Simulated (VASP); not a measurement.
The system is SiNi20, a slab with vacuum.

```
Si Ni
1.0
     3.73777    2.15800    0.00000
    -3.73777    2.15800    0.00000
     0.00000    0.00000   25.20749
Si Ni
1 20
Cartesian
  3.7378 2.1580 18.6539
  0.0000 0.0000 6.5000
  -1.2459 2.1580 6.5000
  1.2459 2.1580 6.5000
  0.0000 1.4387 8.5346
  2.4918 1.4387 8.5346
  -2.4918 1.4387 8.5346
  1.2458 0.7193 10.5648
  0.0000 2.8775 10.5648
  -1.2458 0.7193 10.5648
  3.7378 2.1580 12.6002
  -1.2459 2.1580 12.6053
  1.2459 2.1580 12.6053
  0.0000 1.4348 14.6388
  2.4952 1.4406 14.6388
  -2.4952 1.4406 14.6388
  1.2380 0.7147 16.6811
  0.0000 2.8865 16.6811
  -1.2380 0.7147 16.6811
  -1.2459 2.1580 18.7039
  1.2459 2.1580 18.7039
```

The cell was built by a generator and needn't be a form met in nature.

Base run:

- Program: VASP 6.6.1
- Functional: PBE
- Potentials or basis: VASP PAW PBE potentials, release 64 (Si, Ni)
- Cutoff: 520 eV
- k mesh: 9 × 9 × 1
- Occupations: methfessel-paxton, width 0.1 eV
- Spin: collinear spin, ferromagnetic start
- Starting moments: [0.0, 1.0, 1.0, 1.0, 1.0, 1.0, 1.0, 1.0, 1.0, 1.0, 1.0, 1.0, 1.0, 1.0, 1.0, 1.0, 1.0, 1.0, 1.0, 1.0, 1.0] μB

Its results: band gap on the k mesh none (metal or under the smearing width); net moment 11.51 μB per cell; site moments Si -0.01; Ni +0.69, +0.70, +0.66, +0.68, +0.65, +0.64, +0.48, +0.13 μB; largest force 0.189 eV/Å.

Task: The run is repeated on the same cell with these changes: valence electrons from 204 to 205. What comes out?

Result: Band gap on the k mesh none (metal or under the smearing width); net moment 11.14 μB per cell; site moments Si +0.00; Ni +0.67, +0.70, +0.68, +0.65, +0.63, +0.62, +0.46, +0.08 μB; largest force 0.597 eV/Å.

Not every run made on this cell is shown here.
